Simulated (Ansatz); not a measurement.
**Nb4C: start and end of a relaxation**

Recipe of this trial structure of Nb4C: random cell by space group and Wyckoff sites (F-43m, No. 216). Its size is a rough estimate.

start.cif

```cif
data_structure
_symmetry_space_group_name_H-M 'F-43m'
_symmetry_Int_Tables_number 216
_cell_length_a 7.1858
_cell_length_b 7.1858
_cell_length_c 7.1858
_cell_angle_alpha 90.000
_cell_angle_beta 90.000
_cell_angle_gamma 90.000
_cell_volume 371.05
loop_
_atom_site_label
_atom_site_type_symbol
_atom_site_symmetry_multiplicity
_atom_site_Wyckoff_symbol
_atom_site_fract_x
_atom_site_fract_y
_atom_site_fract_z
_atom_site_occupancy
Nb1 Nb 16 e 0.39773 0.10227 0.89773 1
C1 C 4 a 0.00000 0.00000 0.00000 1
```

The calculation used Ansatz 0.2.0, DFT PBE, scalar-relativistic, plane waves, PAW. Cutoff 420 eV, Gaussian smearing, Γ-centred meshes. Cell and atoms relax first on a coarse mesh and then on a finer one. In between, the cell is made exact in the group found at 0.06 Å. In metals the finer mesh still leaves noise of several meV/atom or more. The steps can't lower the symmetry of their start. No spin polarisation in the relaxation; trial moments died out in a coarse test.

end.cif

```cif
data_structure
_symmetry_space_group_name_H-M 'F-43m'
_symmetry_Int_Tables_number 216
_cell_length_a 7.4373
_cell_length_b 7.4373
_cell_length_c 7.4373
_cell_angle_alpha 90.000
_cell_angle_beta 90.000
_cell_angle_gamma 90.000
_cell_volume 411.38
loop_
_atom_site_label
_atom_site_type_symbol
_atom_site_symmetry_multiplicity
_atom_site_Wyckoff_symbol
_atom_site_fract_x
_atom_site_fract_y
_atom_site_fract_z
_atom_site_occupancy
Nb1 Nb 16 e 0.87826 0.37826 0.12174 1
C1 C 4 a 0.00000 0.00000 0.00000 1
```

The symmetry stays F-43m (No. 216). The volume per atom grows by 10.9 %, from 18.6 to 20.6 Å³. The shortest distance goes from 2.08 Å (Nb–Nb) to 2.56 Å (Nb–Nb). The energy falls by about 1.9 eV/atom (the start's value is from the coarse mesh). The end is written in a standard setting, so origin, axes and order of atoms can differ from the start's.

For Nb4C, the volume per atom is 20.57 Å³ and the density is 6.19 g/cm³. The energy over the elements is +2.09 eV/atom and the gap on the 10×10×10 mesh of the 5-atom cell is 0 eV (a metal).

Energies over the elements count from the elements' standard structures at the same level, with no fitted energy shifts. A positive value: parting into the elements would lower its energy.

The last run used Gaussian smearing of 0.10 eV. The reference form of C is held partly by dispersion forces, which this level lacks. Symmetry constrained the relaxation, so the result can be a saddle point. In all, the 3 runs took 71 s on 1 thread of Intel(R) Xeon(R) Platinum 8259CL CPU @ 2.50GHz (Skylake/Cascade Lake) (shared host).
